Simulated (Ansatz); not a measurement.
## Strain and the gap of MgS (zincblende)

Zincblende MgS, relaxed with r2SCAN in the PAW code Ansatz. It is cubic, F-43m (No. 216); a = 5.662 Å in the conventional setting, 22.69 Å³ an atom. Mg is surrounded by 4 S at 2.45 Å; S is surrounded by 4 Mg at 2.45 Å.

The axes x, y and z are those of this cell:
```
CELL_PARAMETERS angstrom
0.00000 2.83088 2.83088
2.83088 0.00000 2.83088
2.83088 2.83088 0.00000
ATOMIC_POSITIONS crystal
Mg 0.00000 0.00000 0.00000
S 0.25000 0.25000 0.25000
```

Unstrained: The PBE gap is direct at Γ: 3.466 eV. r2SCAN gives a direct gap of 4.142 eV at Γ. HSE06 gives a direct gap of 4.528 eV at Γ. Meshes: PBE 8×8×8, r2SCAN 8×8×8, HSE06 6×6×6. Strains are changes of length per length. After each strain the atoms were relaxed again with r2SCAN within the symmetry that the strain leaves, so tilts or polar shifts that break it weren't tested; points keep the names that they have in the unstrained zone. (Calculated; spin-unpolarised; the phase may be known or hypothetical.)

Changes of the least gap in eV (an overlap counts as a negative gap):
```csv
strain,volume change (%),space group,PBE,r2SCAN,HSE06,G0W0@PBE (mesh),"energy rise, r2SCAN (meV/atom)"
isotropic -4.0 % on every length,-11.5,F-43m,+0.292,+0.063,+0.222,+0.27,69.2
isotropic -3.0 % on every length,-8.7,F-43m,+0.330,+0.098,+0.256,+0.30,37.8
isotropic -2.0 % on every length,-5.9,F-43m,+0.308,+0.128,+0.286,+0.33,16.3
isotropic -1.0 % on every length,-3.0,F-43m,+0.151,+0.154,+0.162,+0.17,4.0
isotropic +1.0 % on every length,+3.0,F-43m,-0.146,-0.157,-0.158,-0.16,3.7
isotropic +2.0 % on every length,+6.1,F-43m,-0.288,-0.308,-0.311,-0.32,14.3
isotropic +3.0 % on every length,+9.3,F-43m,-0.425,-0.455,-0.459,-0.48,31.3
isotropic +4.0 % on every length,+12.5,F-43m,-0.558,-0.597,-0.603,-0.63,54.1
```
Unstrained, G0W0@PBE with 189 empty bands, a screening cutoff of 150 eV and a 4×4×4 mesh gives 5.03 eV on its mesh; the band count follows the volume. The G0W0 figures hold for the stated bands, cutoff and mesh and aren't extrapolated.

Isotropic -4.0 % on every length. HSE06: the gap goes from 4.528 to 4.750 eV (+0.222 eV); it turns from direct (Γ) to indirect (Γ → X). Stress change with r2SCAN, compression positive: xx +9.38, yy +9.38, zz +9.38 GPa.

Isotropic -3.0 % on every length. HSE06: the gap goes from 4.528 to 4.784 eV (+0.256 eV); it turns from direct (Γ) to indirect (Γ → X). Stress change with r2SCAN, compression positive: xx +6.58, yy +6.58, zz +6.58 GPa.

Isotropic -2.0 % on every length. HSE06: the gap goes from 4.528 to 4.814 eV (+0.286 eV); it turns from direct (Γ) to indirect (Γ → X). Stress change with r2SCAN, compression positive: xx +4.10, yy +4.10, zz +4.10 GPa.

Isotropic -1.0 % on every length. r2SCAN: the gap goes from 4.142 to 4.296 eV (+0.154 eV); the edges move from Γ to Γ → X; least and direct gap lie within 0.04 eV, so its kind isn't settled. HSE06: the gap goes from 4.528 to 4.690 eV (+0.162 eV). Stress change with r2SCAN, compression positive: xx +1.92, yy +1.92, zz +1.92 GPa. For HSE06, dE_g/d ln V = -5.4 eV over this step.

Isotropic +1.0 % on every length. HSE06: the gap goes from 4.528 to 4.370 eV (-0.158 eV). Stress change with r2SCAN, compression positive: xx -1.68, yy -1.68, zz -1.68 GPa. For HSE06, dE_g/d ln V = -5.3 eV over this step.

Isotropic +2.0 % on every length. HSE06: the gap goes from 4.528 to 4.217 eV (-0.311 eV). Stress change with r2SCAN, compression positive: xx -3.16, yy -3.16, zz -3.16 GPa. For HSE06, dE_g/d ln V = -5.2 eV over this step.

Isotropic +3.0 % on every length. HSE06: the gap goes from 4.528 to 4.069 eV (-0.459 eV). Stress change with r2SCAN, compression positive: xx -4.45, yy -4.45, zz -4.45 GPa. For HSE06, dE_g/d ln V = -5.2 eV over this step.

Isotropic +4.0 % on every length. HSE06: the gap goes from 4.528 to 3.925 eV (-0.603 eV). Stress change with r2SCAN, compression positive: xx -5.56, yy -5.56, zz -5.56 GPa. For HSE06, dE_g/d ln V = -5.1 eV over this step.

The meshes of the hybrids are coarse, so their gaps aren't converged to the digits shown.
